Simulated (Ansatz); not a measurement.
FeGe2:

```xyz
6
Lattice="-2.9596 2.9596 2.4514 2.9596 -2.9596 2.4514 2.9596 2.9596 -2.4514" Properties=species:S:1:pos:R:3 pbc="T T T"
Ge   -0.9168    2.0427    2.4514
Ge    2.0427    0.9168    2.4514
Ge    0.9168    2.0427    0.0000
Ge    3.8764    0.9168    0.0000
Fe    0.0000    0.0000    1.2257
Fe    0.0000    0.0000    3.6771
```

The cell is a database's computed one.

- Program: Ansatz 0.2.0
- Task: relaxation of cell and atoms
- Functional: BLYP
- Potentials or basis: Ansatz PAW
- Cutoff: 420 eV (not typed: the program's choice for these potentials)
- k mesh: 5 × 5 × 5
- Occupations: fermi-dirac, width 0.05 eV
- Spin: collinear spin, ferromagnetic start
- Starting moments: [0.0, 0.0, 0.0, 0.0, 3.0, 3.0] μB

At the start: volume 14.31 Å³/atom.

Q: How do energy, volume and symmetry change on relaxing?

A: It ends after 8 steps and the volume is 15.58 Å³/atom (+8.9 %); space group I4/mcm (No. 140, to 0.05 Å); moment 2.94 μB per cell.

The path:
```
step  energy change (eV)  largest force (eV/Å)  volume (Å³)
   1              0.0000                0.1566        85.89
   2             -0.1889                0.1268        91.33
   3             -0.2067                0.0035        93.55
   4             -0.2070                0.0033        93.41
   5             -0.2070                0.0013        93.40
   6             -0.2121                0.0012        93.40
   7             -0.2121                0.0001        93.51
   8             -0.2121                0.0001        93.51
```

Final structure:
```cif
data_structure
_symmetry_space_group_name_H-M 'P 1'
_symmetry_Int_Tables_number 1
_cell_length_a 4.9873
_cell_length_b 4.9873
_cell_length_c 4.9873
_cell_angle_alpha 104.952
_cell_angle_beta 104.952
_cell_angle_gamma 118.946
_cell_volume 93.51
loop_
_atom_site_label
_atom_site_type_symbol
_atom_site_fract_x
_atom_site_fract_y
_atom_site_fract_z
_atom_site_occupancy
Ge1 Ge 0.84383 0.34383 0.18765 1
Ge2 Ge 0.65617 0.84383 0.50000 1
Ge3 Ge 0.34383 0.15617 0.50000 1
Ge4 Ge 0.15617 0.65617 0.81235 1
Fe1 Fe 0.25000 0.25000 0.00000 1
Fe2 Fe 0.75000 0.75000 0.00000 1
```

Caveat: the plane-wave basis is chosen anew once the cell has moved, so the energies of steps on either side of that aren't comparable; the PAW data sets come from PBE, with cores solved anew for the run's functional, which leaves a small shift of forces and pressure.
